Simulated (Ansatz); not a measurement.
HgSe:

```xyz
2
Lattice="0.0000 3.0390 3.0390 3.0390 0.0000 3.0390 3.0390 3.0390 0.0000" Properties=species:S:1:pos:R:3 pbc="T T T"
Hg    0.0000    0.0000    0.0000
Se    4.5585    4.5585    4.5585
```

| Quantity | Value |
| --- | --- |
| Program | Ansatz 0.2.0 |
| Task | single point |
| Functional | PBE |
| Potentials or basis | all-electron LAPW, scalar-relativistic |
| Cutoff | 278 eV (chosen from the basis error) |
| Basis error allowed | 0.001 eV/atom |
| k mesh | 8 × 8 × 8 |
| Occupations | fermi-dirac, width 0.05 eV |
| Spin | no spin polarisation |

On this cell: pressure 4.7 GPa; largest force zero by symmetry; band gap on the k mesh none (metal or under the smearing width).

The same run follows on a disturbed copy (atoms moved at random, drawn with an rms of 0.05 Å):

```
Hg Se
1.0
     0.00000    3.03900    3.03900
     3.03900    0.00000    3.03900
     3.03900    3.03900    0.00000
Hg Se
1 1
Direct
  0.00528 0.99175 0.01093
  0.75446 0.73484 0.76053
```

Task: What does the disturbed cell give?

Result: The energy (extrapolated to zero smearing) moves by +1.0 meV/atom; pressure 4.7 GPa; largest force 0.124 eV/Å; band gap on the k mesh none (metal or under the smearing width).

Forces on the atoms (eV/Å):
```
Hg  -0.085 -0.006 -0.090
Se   0.085  0.006  0.090
```

Stress tensor (GPa, compression positive):
```
 4.74 -0.44 -0.04
-0.44  4.76 -0.41
-0.04 -0.41  4.74
```
